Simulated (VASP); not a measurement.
Here is a VASP 6.6.1 calculation.

Contents of POSCAR:

```
Na
3.767
    1.000000000000      0.000000000000      0.000000000000
   -0.500000000000      0.866025403796      0.000000000000
    0.000000000000      0.000000000000      1.633660737988
Na
2
Direct
    0.6666666667      0.3333333333      0.7500000000
    0.3333333333      0.6666666667      0.2500000000
```

Contents of INCAR.step1:

```
SYSTEM = Na
PREC = Accurate
ENCUT = 520
EDIFF = 1E-5
ISMEAR = 1
SIGMA = 0.1
LREAL = .False.
LASPH = .True.
NELM = 100
ALGO = Normal
ISIF = 2
LWAVE = .True.
LCHARG = .False.
GGA = PE
```

Contents of INCAR.step2:

```
SYSTEM = Na
PREC = Accurate
ENCUT = 520
EDIFF = 1E-6
ISMEAR = 1
SIGMA = 0.1
LREAL = .False.
LASPH = .True.
NELM = 100
ALGO = Normal
ISIF = 2
LWAVE = .False.
LCHARG = .False.
METAGGA = R2SCAN
LHFCALC = .True.
AEXX = 0.25
LMIXTAU = .True.
PRECFOCK = Normal
ISTART = 1
```

The input KPOINTS:

```
regular mesh
0
Gamma
  4 4 3
  0 0 0
```

Contents of KPOINTS_OPT:

```
path GMKGALHA,LM,KH
12
line-mode
reciprocal
 0.0000000000  0.0000000000  0.0000000000  G
 0.5000000000  0.0000000000  0.0000000000  M

 0.5000000000  0.0000000000  0.0000000000  M
 0.3333333333  0.3333333333  0.0000000000  K

 0.3333333333  0.3333333333  0.0000000000  K
 0.0000000000  0.0000000000  0.0000000000  G

 0.0000000000  0.0000000000  0.0000000000  G
 0.0000000000  0.0000000000  0.5000000000  A

 0.0000000000  0.0000000000  0.5000000000  A
 0.5000000000  0.0000000000  0.5000000000  L

 0.5000000000  0.0000000000  0.5000000000  L
 0.3333333333  0.3333333333  0.5000000000  H

 0.3333333333  0.3333333333  0.5000000000  H
 0.0000000000  0.0000000000  0.5000000000  A

 0.5000000000  0.0000000000  0.5000000000  L
 0.5000000000  0.0000000000  0.0000000000  M

 0.3333333333  0.3333333333  0.0000000000  K
 0.3333333333  0.3333333333  0.5000000000  H
```

Potentials or basis: VASP PAW PBE potentials, release 64 (Na_pv).

Run with:

```bash
$ cat potpaw_PBE.64/Na_pv/POTCAR > POTCAR
$ cp INCAR.step1 INCAR
$ mpirun -np 1 vasp_std > vasp.out
$ cp INCAR.step2 INCAR
$ mpirun -np 1 vasp_std > vasp.out
```

(1) Estimate the pressure.

## Answers

(1) 0.2 GPa.

Caveat: the k mesh is coarse (spacing up to 0.48 Å⁻¹), so the values aren't converged, least of all with exact exchange; an unscreened hybrid on a path of extra k points without a Coulomb cutoff has errors near the mesh points, so the bands along the path aren't reliable; the PAW data sets were made with another functional, which shifts forces and pressure a little.
